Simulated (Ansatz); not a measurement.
Crystal: CuO.

```xyz
4
Lattice="1.9910 -2.1536 0.0000 1.9910 2.1536 0.0000 0.0000 0.0000 5.1559" Properties=species:S:1:pos:R:3 pbc="T T T"
Cu    0.9955   -1.0768    0.0000
Cu    0.9955    1.0768    2.5780
O     1.9910    0.0000    1.2890
O     1.9910    0.0000    3.8669
```

Measurements of this composition are mostly on another form, of space group No. 15.

* Program: Ansatz 0.2.0
* Task: relaxation of cell and atoms
* Functional: LDA
* Potentials or basis: Ansatz PAW
* Cutoff: 420 eV (not typed: the program's choice for these potentials)
* k mesh: 9 × 9 × 5
* Occupations: fermi-dirac, width 0.05 eV
* Spin: no spin polarisation
* Hubbard terms: Cu d U = 4.5 eV

At the start: volume 11.05 Å³/atom.

Task: How do energy, volume and symmetry change on relaxing?

Result: It ends after 11 steps and the volume is 10.40 Å³/atom (-5.9 %); space group Cccm (No. 66, to 0.05 Å).

The path:
```
step  energy change (eV)  largest force (eV/Å)  volume (Å³)
   1              0.0000                0.0000        44.21
   2             -0.0689                0.0000        42.89
   3             -0.0984                0.0000        41.48
   4             -0.0989                0.0000        41.56
   5             -0.0988                0.0000        41.68
   6             -0.0889                0.0000        41.68
   7             -0.0898                0.0000        41.61
   8             -0.0898                0.0000        41.59
   9             -0.0894                0.0000        41.59
  10             -0.0895                0.0000        41.60
  11             -0.0895                0.0000        41.60
```

Final structure:
```yaml
crystal:
  lattice:
    - [2.01580, -2.03702, 0.00000]
    - [2.01580, 2.03702, 0.00000]
    - [0.00000, 0.00000, 5.06496]
  atoms:
    - { symbol: Cu, position: [0.50000, 0.00000, 0.00000] }
    - { symbol: Cu, position: [0.00000, 0.50000, 0.50000] }
    - { symbol: O, position: [0.50000, 0.50000, 0.25000] }
    - { symbol: O, position: [0.50000, 0.50000, 0.75000] }
```

Caveat: the plane-wave basis is chosen anew once the cell has moved, so the energies of steps on either side of that aren't comparable; the pressure holds a Pulay correction of +0.9 GPa for the finite cutoff; the run has no spin polarisation, though such a crystal can be magnetic; U without spin polarisation on a metal has little footing; the PAW data sets come from PBE, with cores solved anew for the run's functional, which leaves a small shift of forces and pressure.
